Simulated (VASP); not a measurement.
Set up this calculation in VASP 6.6.1, as the native input.

| Quantity | Value |
| --- | --- |
| Task | relaxation of cell and atoms |
| Functional | PBE |
| Dispersion | D3(BJ) |
| Potentials or basis | VASP PAW PBE potentials, release 64 (Ga_d, O) |
| Cutoff | 600 eV |
| k mesh | 7 × 7 × 7 |
| Occupations | gaussian, width 0.03 eV |
| Spin | no spin polarisation |
| Further INCAR settings | ALGO = Normal; EDIFF = 1e-06; IBRION = 2; EDIFFG = -0.01; NSW = 90; ISIF = 3 |

The structure of Ga2O3 lies in POSCAR:

```
Ga2O3
1.0
    2.4997250000      1.4432169017      4.5003166667
   -2.4997250000      1.4432169017      4.5003166667
    0.0000000000     -2.8864338033      4.5003166667
Ga O
4 6
Direct
    0.3559600000      0.3559600000      0.3559600000
    0.1440400000      0.1440400000      0.1440400000
    0.6440400000      0.6440400000      0.6440400000
    0.8559600000      0.8559600000      0.8559600000
    0.5526000000      0.9474000000      0.2500000000
    0.2500000000      0.5526000000      0.9474000000
    0.9474000000      0.2500000000      0.5526000000
    0.4474000000      0.0526000000      0.7500000000
    0.7500000000      0.4474000000      0.0526000000
    0.0526000000      0.7500000000      0.4474000000
```

The input as run:

INCAR

```
PREC = Accurate ; ENCUT = 600
EDIFF = 1E-6 ; ISMEAR = 0
SIGMA = 0.03 ; LREAL = F
LASPH = T ; NELM = 80
ALGO = Normal ; ISIF = 3
LWAVE = F ; LCHARG = F
GGA = PE ; IVDW = 12
IBRION = 2 ; NSW = 90
EDIFFG = -0.01 ; KPAR = 2
```

KPOINTS

```
Automatic mesh
0
Gamma
  7 7 7
```

Potentials or basis: VASP PAW PBE potentials, release 64 (Ga_d, O).

Launch:

```sh
$ cat potpaw_PBE.64/Ga_d/POTCAR potpaw_PBE.64/O/POTCAR > POTCAR
$ mpirun -np 2 vasp_std > vasp.out
```

Results of the run:

```json
{
  "Relaxed volume": "9.93 Å³/atom",
  "Relaxed cell": "a = 5.371 Å, b = 5.371 Å, c = 5.371 Å, α = 55.95°, β = 55.95°, γ = 55.95°",
  "Space group after relaxing (to 0.05 Å)": "R-3c (No. 167)",
  "Energy gained by relaxing": "2.5 meV/atom",
  "Ionic steps": "6",
  "Pressure after relaxing": "0.0 GPa",
  "Largest force after relaxing": "0.005 eV/Å",
  "Band gap on the k mesh": "2.53 eV, indirect (least direct gap 2.77 eV)",
  "Dispersion energy per atom": "-0.210 eV"
}
```

Caveat: an odd mesh through Γ misses points on the zone boundary, where band edges often lie.

It took 6.3 min on 2 MPI ranks on Intel(R) Xeon(R) 6975P-C (Granite Rapids) (shared host), peak memory 0.48 GiB a rank.
